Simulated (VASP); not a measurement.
CdSe: single point with PBE

CdSe:

```
Cd Se
1.0
     0.00000    3.04966    3.04966
     3.04966    0.00000    3.04966
     3.04966    3.04966    0.00000
Cd Se
1 1
Cartesian
  0.0000 0.0000 0.0000
  1.5248 1.5248 1.5248
```

Measurements of this composition are mostly on another form, of space group No. 186.

The cell isn't the ideal one: volume scaled by 0.98.

| Property | Result |
| --- | --- |
| Program | VASP 6.6.1 |
| Task | single point |
| Functional | PBE |
| Potentials or basis | VASP PAW PBE potentials, release 64 (Cd, Se) |
| Cutoff | 520 eV |
| k mesh | 8 × 8 × 8 |
| Occupations | fermi-dirac, width 0.05 eV |
| Spin | no spin polarisation |

The pressure is 2.7 GPa. The band gap on the k mesh is 0.59 eV, direct.

Levels at points of the mesh, in eV from the valence-band top:
```csv
k point,band 5,band 6,band 7,band 8,band 9,band 10,band 11,band 12,band 13,band 14
"(0.00, 0.00, 0.00)",-7.54,-7.54,0.00,0.00,0.00,0.59,5.94,5.94,5.94,9.75
"(0.50, 0.00, 0.00)",-7.52,-7.25,-4.34,-0.74,-0.74,2.38,6.44,6.44,7.40,10.03
"(0.50, 0.50, 0.00)",-7.48,-7.19,-4.04,-1.82,-1.82,3.15,3.75,9.08,10.17,10.17
```

It took 8.2 s on 1 thread of Intel(R) Xeon(R) 6975P-C (Granite Rapids), with other jobs on the host, peak memory 0.18 GiB.
